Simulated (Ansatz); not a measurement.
# Carbon, A15 under BLYP: relaxation and energy

What does BLYP give for carbon in the A15 structure? We relax it, then solve it on a dense k-mesh. Spin polarisation is left out. The k-meshes are 7×7×7 for the relaxation; 8×8×8 for the dense run.

Program: Ansatz 0.2.0. Level of theory: DFT BLYP, plane waves (420 eV) with PAW, scalar-relativistic; PAW files made under PBE, frozen cores solved again for the functional. These are calculated values, not measurements.

## Step 1: The system as given

Symmetry: Pm-3n, No. 223, cubic system. Conventional cell: a = 3.755 Å, b = 3.755 Å, c = 3.755 Å, α = 90.00°, β = 90.00°, γ = 90.00°. Around C (site symmetry m-3) lie 12 C at 2.10 Å. C (site symmetry -4m2) is surrounded by 6 C at 1.88 to 2.10 Å.

Structure file:

```cif
data_structure
_symmetry_space_group_name_H-M 'P 1'
_symmetry_Int_Tables_number 1
_cell_length_a 3.7546
_cell_length_b 3.7546
_cell_length_c 3.7546
_cell_angle_alpha 90.000
_cell_angle_beta 90.000
_cell_angle_gamma 90.000
_cell_volume 52.93
loop_
_atom_site_label
_atom_site_type_symbol
_atom_site_fract_x
_atom_site_fract_y
_atom_site_fract_z
_atom_site_occupancy
C1 C 0.00000 0.00000 0.00000 1
C2 C 0.50000 0.50000 0.50000 1
C3 C 0.25000 0.00000 0.50000 1
C4 C 0.75000 0.00000 0.50000 1
C5 C 0.50000 0.25000 0.00000 1
C6 C 0.50000 0.75000 0.00000 1
C7 C 0.00000 0.50000 0.25000 1
C8 C 0.00000 0.50000 0.75000 1
```

## Step 2: Relaxing cell and atoms

The input, input.yaml:

```yaml
crystal:
  lattice:
    - [3.7546000832, 0.0, 0.0]
    - [0.0, 3.7546000832, 0.0]
    - [0.0, 0.0, 3.7546000832]
  atoms:
    - { symbol: C, position: [0.0, 0.0, 0.0] }
    - { symbol: C, position: [0.5, 0.5, 0.5] }
    - { symbol: C, position: [0.25, 0.0, 0.5] }
    - { symbol: C, position: [0.75, 0.0, 0.5] }
    - { symbol: C, position: [0.5, 0.25, 0.0] }
    - { symbol: C, position: [0.5, 0.75, 0.0] }
    - { symbol: C, position: [0.0, 0.5, 0.25] }
    - { symbol: C, position: [0.0, 0.5, 0.75] }
hamiltonian:
  xc: blyp
  pseudopotentials:
    kind: paw
    azcp:
      C: "pseudopotentials/C.paw.azcp"
basis:
  ecutwfc: 420
  fft_grid_basis: typed
kpoints:
  mp_grid: { grid: [7, 7, 7], shift: [0, 0, 0] }
magnetization:
  spin_polarized: false
scf:
  occupations: { method: fermi_dirac, width: 0.1 }
relax:
  max_steps: 60
  f_tol: 0.01
  cell: {}
output:
  write_density: true
  write_potential: true
  elf: true
  volumetric_format: npy
```

Command:

```sh
ansatz run input.yaml --threads 4 --pin off --max-ram 8192MiB --backend cpu --events-out ev --progress --plain --runs-dir out
```

What it wrote:

```text
Warning: RAYON_NUM_THREADS=4 ignored (pool sized by the plan → 4); use --threads N
Engine: ansatz 0.2.0, aarch64-unknown-linux-gnu
Pseudopotentials: kind: paw
Pseudopotential: C, paw, valence charge 4, recommended cutoff 420 eV (normal), <dir>
Functional definition: BLYP
  parameter beta = 0.0042
  parameter a = 0.04918
  parameter b = 0.132
  parameter c = 0.2533
  parameter d = 0.349
  exchange = b88_x(beta = beta)
  correlation = lyp_c(a = a, b = b, c = c, d = d)
Crystal: 8 atoms, lattice volume = 52.929 Å³
Basis set: ecut = 420 eV, 1021 PW (Γ), exchange–correlation on 54×54×54 points (8 copies of the dense FFT grid, shifted against one another)
Bands: 24, of which v1, the nominal top of the filled ones, is band 16 counted from 1 (15 counted from 0)
Symmetry: 48 space group operations
Space group: Pm-3n (ITA 223), of the structure as read, at distance tolerance 3.8e-5 Å
k-points: 20 of 343
Non-local potential: C, projectors of the file, l = 0: 2, l = 1: 2, l = 2: 1
PAW form: soft (Blöchl's): semilocal exchange-correlation on the pseudo side does not see the compensation charge
PAW frozen core: C, regenerated for the run's functional, and the local potential with it (the file was generated under x = pbe(κ = 0.804, μ = 0.2195149727645171), c = pbe(β = 0.06672455060314922))
PAW one-centre angular grid: C, 110 points (default); XC on 64 Gauss nodes
Initial density: superposition of atomic densities (neutral atoms: chi_scale 0, normalization atom), corrected by the library's trained network
Initial wavefunctions: pseudopotential atomic-orbital guess
Functional: x = b88, c = lyp
SCF iter   1: F=—  HF=-1975.223966 eV  |F-HF|=—  |Δ(HF+E_count)|=         —  Δρ=2.09e-2  dr2=1.59e-1  ethr=1.77e-3  ⟨swp⟩=4.0  Hψ=1969  notcnv=0
preconditioner: auto → Kerker (q_TF=auto, 2.509 Å⁻¹)  [metal: Δε(μ)=0.109 eV  Ē_g=9.727 eV  σ=0.100 eV  W_gap=0.26  n_scr=18 (ndim 8)  ℏωp=28.9 eV  f_vac=0.000  D(μ)=2.67/eV (n_scr^D=26)]
SCF iter   2: F=—  HF=-1975.181705 eV  |F-HF|=—  |Δ(HF+E_count)|=   4.23e-2  Δρ=1.14e-2  dr2=4.58e-2  ethr=4.96e-4  ⟨swp⟩=1.9  Hψ=687  notcnv=0
SCF iter   3: F=—  HF=-1975.166362 eV  |F-HF|=—  |Δ(HF+E_count)|=   1.53e-2  Δρ=9.10e-4  dr2=2.15e-4  ethr=1.43e-4  ⟨swp⟩=2.9  Hψ=943  notcnv=0
SCF iter   4: F=—  HF=-1975.166449 eV  |F-HF|=—  |Δ(HF+E_count)|=   8.76e-5  Δρ=2.06e-4  dr2=7.41e-6  ethr=6.73e-7  ⟨swp⟩=2.8  Hψ=807  notcnv=0
SCF iter   5: F=—  HF=-1975.166461 eV  |F-HF|=—  |Δ(HF+E_count)|=   1.20e-5  Δρ=1.67e-5  dr2=7.48e-8  ethr=2.31e-8  ⟨swp⟩=2.0  Hψ=794  notcnv=0
SCF iter   6: F=-1975.166461 eV  HF=-1975.166461 eV  |F-HF|=9.38e-10  |Δ(HF+E_count)|=   9.00e-8  Δρ=2.56e-6  dr2=1.46e-9  ethr=2.34e-10  ⟨swp⟩=5.3  Hψ=2425  notcnv=0
SCF 1 converged in 6 iterations: F = -1975.166461 eV  dr2 = 1.46e-9
relax step   1: F+E_penalty+E_count = -1975.16646146 eV  Δ(F+E_penalty+E_count) = +0.000e0 eV  max|allowed force component| = 9.772e-17 eV/Å  Δτ_max = 0.0000 Å  P = +36.576 GPa  Ω = 52.929 Å³  (6 SCF iters, dr2 threshold 1.00e-7 eV, accepted)
Crystal: 8 atoms, lattice volume = 58.034 Å³
Basis set: ecut = 420 eV, 1141 PW (Γ), exchange–correlation on 54×54×54 points (8 copies of the dense FFT grid, shifted against one another)
Initial density: handed on by an earlier stage of this run
Initial wavefunctions: those handed on with the density
iter 1 solved again at ethr=6.39e-5 eV; its pass at ethr=3.10e-3 eV (dr2=2.04e-2 eV) is discarded
SCF iter   1: F=—  HF=-1975.973568 eV  |F-HF|=—  |Δ(HF+E_count)|=         —  Δρ=6.65e-3  dr2=1.96e-2  ethr=6.39e-5  ⟨swp⟩=1.0  Hψ=2818  notcnv=0
preconditioner: auto → Kerker (q_TF=auto, 2.471 Å⁻¹)  [metal: Δε(μ)=0.089 eV  Ē_g=9.156 eV  σ=0.100 eV  W_gap=0.21  n_scr=18 (ndim 8)  ℏωp=27.6 eV  f_vac=0.000  D(μ)=2.81/eV (n_scr^D=26)]
SCF iter   2: F=—  HF=-1975.970436 eV  |F-HF|=—  |Δ(HF+E_count)|=   3.13e-3  Δρ=3.81e-3  dr2=6.36e-3  ethr=6.14e-5  ⟨swp⟩=1.0  Hψ=480  notcnv=0
SCF iter   3: F=—  HF=-1975.968765 eV  |F-HF|=—  |Δ(HF+E_count)|=   1.67e-3  Δρ=3.96e-4  dr2=4.80e-5  ethr=1.99e-5  ⟨swp⟩=2.6  Hψ=831  notcnv=0
SCF iter   4: F=—  HF=-1975.968807 eV  |F-HF|=—  |Δ(HF+E_count)|=   4.14e-5  Δρ=8.98e-5  dr2=2.19e-6  ethr=1.50e-7  ⟨swp⟩=2.0  Hψ=817  notcnv=0
iter 5 did not close the SCF: its close was put off for the readings that it lacked (scf_convergence_deferred on its scf_iter line)
SCF iter   5: F=-1975.968808 eV  HF=-1975.968808 eV  |F-HF|=3.35e-8  |Δ(HF+E_count)|=   1.66e-6  Δρ=1.06e-5  dr2=3.02e-8  ethr=6.86e-9  ⟨swp⟩=2.5  Hψ=804  notcnv=0
SCF iter   6: F=-1975.968808 eV  HF=-1975.968808 eV  |F-HF|=5.68e-10  |Δ(HF+E_count)|=   3.66e-8  Δρ=1.38e-6  dr2=4.80e-10  ethr=9.45e-11  ⟨swp⟩=4.3  Hψ=2331  notcnv=0
SCF 2 converged in 6 iterations: F = -1975.968808 eV  dr2 = 4.80e-10
relax step   2: F+E_penalty+E_count = -1975.96880841 eV  Δ(F+E_penalty+E_count) = -8.023e-1 eV  max|allowed force component| = 1.608e-16 eV/Å  Δτ_max = 0.0000 Å  P = +16.309 GPa  Ω = 58.034 Å³  energy of the carried Pulay correction = -2.064e-2 eV  (6 SCF iters, dr2 threshold 8.00e-7 eV, accepted)
Crystal: 8 atoms, lattice volume = 62.910 Å³
Basis set: ecut = 420 eV, 1237 PW (Γ), exchange–correlation on 54×54×54 points (8 copies of the dense FFT grid, shifted against one another)
iter 1 solved again at ethr=4.28e-5 eV; its pass at ethr=3.10e-3 eV (dr2=1.37e-2 eV) is discarded
SCF iter   1: F=—  HF=-1976.232674 eV  |F-HF|=—  |Δ(HF+E_count)|=         —  Δρ=5.15e-3  dr2=1.31e-2  ethr=4.28e-5  ⟨swp⟩=1.0  Hψ=2808  notcnv=0
preconditioner: auto → Kerker (q_TF=auto, 2.438 Å⁻¹)  [metal: Δε(μ)=0.038 eV  Ē_g=8.690 eV  σ=0.100 eV  W_gap=0.09  n_scr=18 (ndim 8)  ℏωp=26.5 eV  f_vac=0.000  D(μ)=3.26/eV (n_scr^D=26)]
SCF iter   2: F=—  HF=-1976.230530 eV  |F-HF|=—  |Δ(HF+E_count)|=   2.14e-3  Δρ=2.93e-3  dr2=4.23e-3  ethr=4.11e-5  ⟨swp⟩=1.0  Hψ=480  notcnv=0
SCF iter   3: F=—  HF=-1976.229448 eV  |F-HF|=—  |Δ(HF+E_count)|=   1.08e-3  Δρ=3.23e-4  dr2=3.53e-5  ethr=1.32e-5  ⟨swp⟩=2.8  Hψ=827  notcnv=0
SCF iter   4: F=—  HF=-1976.229476 eV  |F-HF|=—  |Δ(HF+E_count)|=   2.78e-5  Δρ=7.41e-5  dr2=1.83e-6  ethr=1.10e-7  ⟨swp⟩=2.0  Hψ=817  notcnv=0
iter 5 did not close the SCF: its close was put off for the readings that it lacked (scf_convergence_deferred on its scf_iter line)
SCF iter   5: F=-1976.229477 eV  HF=-1976.229477 eV  |F-HF|=2.66e-8  |Δ(HF+E_count)|=   1.27e-6  Δρ=8.73e-6  dr2=2.47e-8  ethr=5.72e-9  ⟨swp⟩=2.5  Hψ=798  notcnv=0
SCF iter   6: F=-1976.229477 eV  HF=-1976.229477 eV  |F-HF|=5.31e-10  |Δ(HF+E_count)|=   3.01e-8  Δρ=1.22e-6  dr2=4.26e-10  ethr=7.73e-11  ⟨swp⟩=4.5  Hψ=2353  notcnv=0
SCF 3 converged in 6 iterations: F = -1976.229477 eV  dr2 = 4.26e-10
relax step   3: F+E_penalty+E_count = -1976.22947694 eV  Δ(F+E_penalty+E_count) = -2.607e-1 eV  max|allowed force component| = 1.034e-16 eV/Å  Δτ_max = 0.0000 Å  P = +2.798 GPa  Ω = 62.910 Å³  energy of the carried Pulay correction = -3.866e-2 eV  (6 SCF iters, dr2 threshold 8.00e-7 eV, accepted)
[... 12 lines left out ...]
relax step   4: F+E_penalty+E_count = -1976.23630571 eV  Δ(F+E_penalty+E_count) = -6.829e-3 eV  max|allowed force component| = 6.303e-17 eV/Å  Δτ_max = 0.0000 Å  P = +0.325 GPa  Ω = 64.024 Å³  energy of the carried Pulay correction = -4.257e-2 eV  (6 SCF iters, dr2 threshold 8.00e-7 eV, accepted)
[... 13 lines left out ...]
relax step   5: F+E_penalty+E_count = -1976.23594226 eV  Δ(F+E_penalty+E_count) = +3.634e-4 eV  max|allowed force component| = 7.864e-17 eV/Å  Δτ_max = 0.0000 Å  P = +0.008 GPa  Ω = 64.173 Å³  energy of the carried Pulay correction = -4.308e-2 eV  (6 SCF iters, dr2 threshold 2.65e-7 eV, accepted)
[... 11 lines left out ...]
relax step   6: F+E_penalty+E_count = -1976.35130609 eV  Δ(F+E_penalty+E_count) = -1.154e-1 eV  max|allowed force component| = 6.968e-17 eV/Å  Δτ_max = 0.0000 Å  P = +2.152 GPa  Ω = 64.173 Å³  stress off target by 2.15e0 GPa  SCF on the basis re-selected at this cell (its energy is not comparable with the rows above)  (6 SCF iters)
[... 14 lines left out ...]
relax step   7: F+E_penalty+E_count = -1976.35389470 eV  Δ(F+E_penalty+E_count) = -2.589e-3 eV  max|allowed force component| = 1.576e-16 eV/Å  Δτ_max = 0.0000 Å  P = +0.239 GPa  Ω = 65.212 Å³  energy of the carried Pulay correction = -5.078e-3 eV  (6 SCF iters, dr2 threshold 8.00e-7 eV, accepted)
[... 13 lines left out ...]
relax step   8: F+E_penalty+E_count = -1976.35332120 eV  Δ(F+E_penalty+E_count) = +5.735e-4 eV  max|allowed force component| = 1.113e-16 eV/Å  Δτ_max = 0.0000 Å  P = +0.007 GPa  Ω = 65.344 Å³  energy of the carried Pulay correction = -5.753e-3 eV  (6 SCF iters, dr2 threshold 1.43e-7 eV, accepted)
iter 1 solved again at ethr=2.28e-8 eV; its pass at ethr=3.10e-3 eV (dr2=7.30e-6 eV) is discarded
SCF iter   1: F=—  HF=-1976.359252 eV  |F-HF|=—  |Δ(HF+E_count)|=         —  Δρ=1.14e-4  dr2=1.32e-6  ethr=2.28e-8  ⟨swp⟩=3.0  Hψ=3017  notcnv=0
SCF iter   2: F=—  HF=-1976.359258 eV  |F-HF|=—  |Δ(HF+E_count)|=   6.35e-6  Δρ=6.18e-5  dr2=3.68e-7  ethr=4.13e-9  ⟨swp⟩=2.0  Hψ=808  notcnv=0
SCF iter   3: F=—  HF=-1976.359259 eV  |F-HF|=—  |Δ(HF+E_count)|=   1.13e-6  Δρ=2.35e-6  dr2=8.73e-10  ethr=1.15e-9  ⟨swp⟩=2.0  Hψ=811  notcnv=0
iter 4 did not close the SCF: its close was put off for the readings that it lacked (scf_convergence_deferred on its scf_iter line)
SCF iter   4: F=-1976.359259 eV  HF=-1976.359259 eV  |F-HF|=3.18e-12  |Δ(HF+E_count)|=   2.24e-9  Δρ=2.26e-7  dr2=2.15e-11  ethr=2.73e-12  ⟨swp⟩=2.0  Hψ=812  notcnv=0
iter 5 did not close the SCF: its close was put off for the readings that it lacked (scf_convergence_deferred on its scf_iter line)
SCF iter   5: F=-1976.359259 eV  HF=-1976.359259 eV  |F-HF|=2.27e-13  |Δ(HF+E_count)|=  1.16e-11  Δρ=3.88e-8  dr2=4.85e-13  ethr=1.00e-12  ⟨swp⟩=1.0  Hψ=480  notcnv=0
iter 6 did not close the SCF: its close was put off for the readings that it lacked (scf_convergence_deferred on its scf_iter line)
SCF iter   6: F=-1976.359259 eV  HF=-1976.359259 eV  |F-HF|=2.27e-13  |Δ(HF+E_count)|=  9.09e-13  Δρ=1.01e-8  dr2=6.12e-14  ethr=1.00e-12  ⟨swp⟩=1.0  Hψ=480  notcnv=0
iter 7 did not close the SCF: its close was put off for the readings that it lacked (scf_convergence_deferred on its scf_iter line)
SCF iter   7: F=-1976.359259 eV  HF=-1976.359259 eV  |F-HF|=4.55e-13  |Δ(HF+E_count)|=  2.27e-13  Δρ=2.06e-9  dr2=2.65e-15  ethr=1.00e-12  ⟨swp⟩=1.0  Hψ=480  notcnv=0
SCF iter   8: F=-1976.359259 eV  HF=-1976.359259 eV  |F-HF|=1.14e-12  |Δ(HF+E_count)|=  2.27e-13  Δρ=3.45e-10  dr2=9.65e-17  ethr=1.00e-12  ⟨swp⟩=1.9  Hψ=1098  notcnv=0
SCF 9 converged in 8 iterations: F = -1976.359259 eV  dr2 = 9.65e-17
relax step   9: F+E_penalty+E_count = -1976.35925941 eV  Δ(F+E_penalty+E_count) = -5.938e-3 eV  max|allowed force component| = 1.573e-16 eV/Å  Δτ_max = 0.0000 Å  P = +0.031 GPa  Ω = 65.344 Å³  stress off target by 3.12e-2 GPa  SCF on the basis re-selected at this cell (its energy is not comparable with the rows above)  (8 SCF iters)
basis re-selected at this cell: Δ(F+E_penalty+E_count) = -5.938e-3 eV, ΔP = +0.024 GPa vs the last step (what re-selecting the basis moved, of the pressure what is left beyond the Pulay correction that the steps carried, after the strain that the cell walked since its last selection, with what the two solves' SCF thresholds leave and, on support functions, any second-order correction that the steps lacked; it is no measure of the basis error at this ecutwfc). This SCF's stress stands 3.12e-2 GPa from its target on what of the cell is left free (relax.cell.stress_tol is 5.00e-2 GPa) and its largest allowed force component is 1.57e-16 eV/Å (relax.f_tol is 1.00e-2 eV/Å): within both
SCF converged after 8 iterations
Free energy (F): -1976.359259 eV
Harris-Foulkes:  -1976.359259 eV  (|F-HF|=1.14e-12)
Internal energy: -1976.241851 eV  (E = F + TS)
E sigma→0 (E₀):  -1976.300555 eV
Entropy (-TS):   -0.117409 eV (-14.676 meV/atom)
Fermi energy:    9.030689 eV
--- Per-component energies (eV) ---
  E_band       = 77.006464
  E_kinetic    = 611.381571
  E_local      = -419.107432  (includes V_loc(G=0)·N_el)
  E_nonlocal   = 238.675475
  E_hartree    = 59.546287
  E_xc         = -356.970729
  E_vxc        = -438.603720  (∫ρ·V_xc dr)
  E_paw        = -791.081110  (= ΣΔE_a)
  E_vpaw       = -34.432008  (= ΣTr[D̂ρ^β])
  E_aug_tail   = 0.000005  (compensation charges beyond the density's cutoff)
  E_ewald      = -1318.699153
  E_core_change = 0.013235  (= ΣΔE_core)
  E_smearing   = -0.117409  (= −TS)
  E_closure    = -0.000000  (closes the sum)
  Σ components = -1976.359259   (vs F -1976.359259, Δ=0.00e0)
--- Forces (eV/Å), atoms counted from 1 ---
  atom   1  C      0.00000000    -0.00000000    -0.00000000
  atom   2  C      0.00000000     0.00000000     0.00000000
  atom   3  C      0.00000000    -0.00000000     0.00000000
  atom   4  C     -0.00000000     0.00000000    -0.00000000
  atom   5  C      0.00000000    -0.00000000    -0.00000000
  atom   6  C     -0.00000000     0.00000000     0.00000000
  atom   7  C      0.00000000    -0.00000000    -0.00000000
  atom   8  C     -0.00000000     0.00000000     0.00000000
  max |Σ_I F_I| component: 7.40e-17 eV/Å
--- Stress (GPa, compression-positive) ---
        0.031191      -0.000000      -0.000000
       -0.000000       0.031191      -0.000000
       -0.000000      -0.000000       0.031191
  P = ⅓ Tr σ = 0.0312 GPa (0.312 kbar)
--- Band table (eV; the first three rows and the last of 20) ---
  k-point 0: bands = ["-8.1869", "-1.6150", "-1.6150", "-1.4270", "0.2089", "0.2089", "0.2089", "4.1478", "4.3208", "4.3208", "5.7895", "5.7895", "5.7895", "6.4272", "6.4272", "6.4272", "8.2301", "8.4743", "8.4743", "8.4743", "11.6190", "11.6190", "11.6190", "12.8104"]
  k-point 1: bands = ["-8.0310", "-2.7800", "-1.4809", "-1.3502", "0.3568", "0.3568", "1.5195", "3.3049", "3.4902", "4.3794", "5.1924", "5.1924", "6.2466", "6.2466", "6.7251", "7.4785", "8.1545", "8.5941", "9.3476", "9.3476", "11.0114", "11.0114", "11.4071", "12.9522"]
  k-point 2: bands = ["-7.5641", "-4.3603", "-1.0841", "-0.9437", "0.7918", "0.7918", "1.6255", "1.9771", "3.8944", "3.8944", "4.3765", "4.7217", "6.4704", "6.4704", "6.7315", "8.9435", "9.2064", "9.2704", "9.7131", "9.7131", "10.8615", "11.1129", "11.1129", "11.7072"]
  k-point 19: bands = ["-4.0506", "-3.0418", "-3.0418", "-2.9469", "-2.0282", "-2.0282", "-1.8990", "-0.9794", "8.1465", "8.1881", "8.1881", "8.9123", "9.0561", "9.0561", "9.5597", "9.9476", "9.9476", "10.3304", "10.3630", "10.7210", "10.7210", "11.1238", "11.1238", "11.6176"]
--- Relaxed structure (7 steps of the walk, 7 accepted, 2 SCFs on fresh bases) ---
  F+E_penalty+E_count = -1976.35925941 eV   max|allowed force component| = 1.573e-16 eV/Å   (the final SCF, on the basis selected at the relaxed cell)
  cell:  # Å, volume = 65.3441 Å³
    - [4.027807830684886, -1.2759285881565438e-33, 9.709896802952313e-34]
    - [-3.201858532543779e-33, 4.027807830684886, -1.2839532962581572e-34]
    - [9.709896802952315e-34, -1.2839532962581572e-34, 4.027807830684886]
  atoms:
    - { symbol: C, position: [1.6370384928828567e-34, 1.5724185523743233e-34, 2.1940723986618459e-35] }
    - { symbol: C, position: [0.5, 0.5, 0.5] }
    - { symbol: C, position: [0.25, 3.5387348816469174e-34, 0.5] }
    - { symbol: C, position: [0.75, 3.9022429190812285e-35, 0.5] }
    - { symbol: C, position: [0.5, 0.25, -6.461994050853381e-35] }
    - { symbol: C, position: [0.5, 0.75, 3.773670944426002e-36] }
    - { symbol: C, position: [4.241205397717718e-35, 0.5, 0.25] }
    - { symbol: C, position: [7.019695862994205e-35, 0.5, 0.75] }
```

Wall time 4.9 s (4 threads of Arm Neoverse V1, shared host); peak memory 0.35 GiB.

Step by step:

```
step  energy change (meV/atom)  largest force (eV/Å)  pressure (GPa)  volume (Å³/atom)
   1                      0.00                0.0000           36.58             6.616
   2                   -100.29                0.0000           16.31             7.254
   3                   -132.88                0.0000            2.80             7.864
   4                   -133.73                0.0000            0.33             8.003
   5                   -133.69                0.0000            0.01             8.022
   6                   -148.11                0.0000            2.15             8.022
   7                   -148.43                0.0000            0.24             8.151
   8                   -148.36                0.0000            0.01             8.168
   9                   -149.10                0.0000            0.03             8.168
```

Steps that repeat a cell are solved on a basis chosen anew, so their changes of energy are no gain of the relaxation.

The cell of the run, before and after:

|  | before | after | change |
| --- | --- | --- | --- |
| a (Å) | 3.755 | 4.028 | +7.3 % |
| b (Å) | 3.755 | 4.028 | +7.3 % |
| c (Å) | 3.755 | 4.028 | +7.3 % |
| volume (Å³/atom) | 6.616 | 8.168 | +23.5 % |
| shortest distance (Å) | 1.877 | 2.014 | +7.3 % |
| space group (spins left aside) | Pm-3n | Pm-3n | same |

## Step 3: The energy on a finer k-mesh

The input, input.yaml:

```yaml
crystal:
  lattice:
    - [4.0278078307, 0.0, 0.0]
    - [0.0, 4.0278078307, 0.0]
    - [0.0, 0.0, 4.0278078307]
  atoms:
    - { symbol: C, position: [0.0, 0.0, 0.0] }
    - { symbol: C, position: [0.5, 0.5, 0.5] }
    - { symbol: C, position: [0.25, 0.0, 0.5] }
    - { symbol: C, position: [0.75, 0.0, 0.5] }
    - { symbol: C, position: [0.5, 0.25, 1.0] }
    - { symbol: C, position: [0.5, 0.75, 0.0] }
    - { symbol: C, position: [0.0, 0.5, 0.25] }
    - { symbol: C, position: [0.0, 0.5, 0.75] }
hamiltonian:
  xc: blyp
  pseudopotentials:
    kind: paw
    azcp:
      C: "pseudopotentials/C.paw.azcp"
basis:
  ecutwfc: 420
  fft_grid_basis: typed
kpoints:
  mp_grid: { grid: [8, 8, 8], shift: [0, 0, 0] }
magnetization:
  spin_polarized: false
scf:
  occupations: { method: fermi_dirac, width: 0.1 }
```

Command:

```sh
ansatz run input.yaml --threads 4 --pin off --max-ram 8192MiB --backend cpu --events-out ev --progress --plain --runs-dir out
```

What it wrote, shortened:

```text
Warning: RAYON_NUM_THREADS=4 ignored (pool sized by the plan → 4); use --threads N
[...]
Pseudopotentials: kind: paw
Pseudopotential: C, paw, valence charge 4, recommended cutoff 420 eV (normal), <dir>
Functional definition: BLYP
[...]
Crystal: 8 atoms, lattice volume = 65.344 Å³
Basis set: ecut = 420 eV, 1309 PW (Γ), exchange–correlation on 54×54×54 points (8 copies of the dense FFT grid, shifted against one another)
Bands: 24, of which v1, the nominal top of the filled ones, is band 16 counted from 1 (15 counted from 0)
Symmetry: 48 space group operations
Space group: Pm-3n (ITA 223), of the structure as read, at distance tolerance 4.0e-5 Å
k-points: 35 of 512
[...]
SCF iter   1: F=—  HF=-1976.381035 eV  |F-HF|=—  |Δ(HF+E_count)|=         —  Δρ=2.05e-2  dr2=2.08e-1  ethr=1.77e-3  ⟨swp⟩=4.3  Hψ=3142  notcnv=0
[...]
SCF iter   6: F=-1976.300574 eV  HF=-1976.300574 eV  |F-HF|=3.54e-9  |Δ(HF+E_count)|=   2.40e-7  Δρ=3.46e-6  dr2=4.31e-9  ethr=3.13e-10  ⟨swp⟩=2.0  Hψ=1544  notcnv=0
[...]
SCF converged after 6 iterations
Free energy (F): -1976.300574 eV
[...]
E sigma→0 (E₀):  -1976.228443 eV
Entropy (-TS):   -0.144262 eV (-18.033 meV/atom)
Fermi energy:    8.958019 eV
[...]
```

Run time: 0.74 s. Hardware: 4 threads of Arm Neoverse V1, shared host; peak memory 0.34 GiB.

## Step 4: What came out

```
                      quantity                         value
space group (spins left aside)               Pm-3n (No. 223)
             conventional cell                   a = 4.028 Å
                        volume                 8.168 Å³/atom
             shortest distance                       2.014 Å
               gap on the mesh  none (levels filled in part)
          relative to graphite                +4777 meV/atom
```

From the guessed start the volume grew by 23.5 % in 9 steps. It lies 4777 meV/atom above the element's reference form at the same level (graphite, from a run of its own). Levels at the Fermi energy are filled in part, as in a metal. Relaxation kept the symmetry; phonons were not checked.
